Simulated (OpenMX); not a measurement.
FeO (Wuestite) under changes of volume

One of the cells (10.013 Å³/atom); the others are scaled copies at fixed shape and fractional positions:

```
Fe O
1.0
     0.00000    2.15540    2.15540
     2.15540    0.00000    2.15540
     2.15540    2.15540    0.00000
Fe O
1 1
Direct
  0.00000 0.00000 0.00000
  0.50000 0.50000 0.50000
```

* Program: OpenMX 3.8.5
* Functional: LDA
* Potentials or basis: OpenMX 2013 LDA set, Fe6.0H-s3p2d2, O6.0-s2p2d1, fixed grid of 35 × 35 × 35 points
* k mesh: 11 × 11 × 11
* Occupations: fermi-dirac, width 0.05 eV
* Spin: collinear spin, ferromagnetic start
* Starting moments: [3.0, 0.0] μB

| volume (Å³/atom) | energy over the lowest point (meV/atom) | moment (μB per cell) |
| --- | --- | --- |
| 9.413 | 0.00 | 3.85 |
| 9.613 | 10.66 | 3.90 |
| 9.813 | 25.50 | 3.94 |
| 10.013 | 44.19 | 3.97 |
| 10.214 | 66.48 | 3.99 |
| 10.414 | 92.16 | 4.00 |
| 10.614 | ? | ? |

Question: What does the run at 10.614 Å³/atom give?

Answer: Energy over the lowest point 120.93 meV/atom; moment 4.00 μB per cell.

Worked out: A Birch-Murnaghan fit of order 3 (a polynomial in V^(-2/3)) to the other rows has no minimum within the range. It gives 120.89 meV/atom at 10.614 Å³/atom, against the run's 120.93. A parabola through the other rows of the moment, of slope -0.0253 μB per Å³/atom there, extrapolates to 4.00 μB, against the run's 4.00.

Energies are extrapolated to zero smearing.

Caveats: the basis of atomic orbitals isn't converged, which shifts pressures, moduli and gaps; a cell with one magnetic atom can't hold antiferromagnetic order, which such compounds often take.
